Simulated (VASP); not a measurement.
**VASP 6.6.1 run: SrO**

INCAR

```
EDIFF = 1E-7
PREC = Accurate
LREAL = .FALSE.
NBANDS = 15
ISMEAR = -1
IVDW = 12
NELM = 120
SIGMA = 0.02
LWAVE = .FALSE.
LASPH = .TRUE.
NSW = 0
GGA = PE
ISIF = 2
IBRION = -1
LCHARG = .FALSE.
ENCUT = 520
```

KPOINTS

```
KPOINTS created by Atomic Simulation Environment
0
Gamma
2 2 2
0 0 0
```

POSCAR

```
Sr O
 1.0000000000000000
     0.0864678396000000    2.5889633957000000    2.5889633957000000
     2.5889633957000000    0.0864678396000000    2.5889633957000000
     2.5889633957000000    2.5889633957000000    0.0864678396000000
 Sr  O
   1   1
Cartesian
  0.0000000000000000  0.0000000000000000  0.0000000000000000
  2.6321973155000005  2.6321973155000005  2.6321973155000005
```

The recommended PBE PAW datasets give the neutral cell 16 valence electrons.

Command

```
mpirun -np 1 vasp_std
```

Q: How does this run end, and what does it give?

A: It converged. Results: gap between bands v and c on the k mesh 2.97 eV; least direct gap on the k mesh 3.05 eV; pressure 4.5 GPa. Band v is the last that the valence electrons fill when counted band by band, and c is the next.

OSZICAR

```
N       E                     dE             d eps       ncg     rms          rms(c)
DAV:   1     0.736763480177E+02    0.73676E+02   -0.86114E+03   120   0.105E+03
DAV:   2    -0.105418656809E+02   -0.84218E+02   -0.75509E+02   155   0.223E+02
DAV:   3    -0.141023228285E+02   -0.35605E+01   -0.35450E+01   156   0.417E+01
DAV:   4    -0.141618565933E+02   -0.59534E-01   -0.59510E-01   149   0.538E+00
DAV:   5    -0.141630151305E+02   -0.11585E-02   -0.11585E-02   149   0.589E-01    0.174E+01
DAV:   6    -0.118499436636E+02    0.23131E+01   -0.76852E+00   120   0.195E+01    0.214E+01
DAV:   7    -0.117925625711E+02    0.57381E-01   -0.40356E-01   142   0.404E+00    0.126E+01
DAV:   8    -0.117795129342E+02    0.13050E-01   -0.10730E-01   141   0.303E+00    0.984E-01
DAV:   9    -0.117809238139E+02   -0.14109E-02   -0.89034E-03   171   0.677E-01    0.193E-01
DAV:  10    -0.117816772442E+02   -0.75343E-03   -0.10255E-03   120   0.236E-01    0.420E-02
DAV:  11    -0.117817892714E+02   -0.11203E-03   -0.10494E-04   134   0.758E-02    0.236E-02
DAV:  12    -0.117817936759E+02   -0.44045E-05   -0.80562E-06   155   0.239E-02    0.129E-02
DAV:  13    -0.117817960358E+02   -0.23599E-05   -0.33016E-06   134   0.139E-02    0.318E-03
DAV:  14    -0.117817960675E+02   -0.31706E-07   -0.12684E-07   147   0.256E-03
   1 F= -.12289244E+02 E0= -.12289244E+02  d E =-.442252E-12
```

For comparison, a separate PBE run of the intended cell, on usual settings and not on those above, gives a gap of 3.19 eV on its mesh and a pressure of 6.5 GPa.
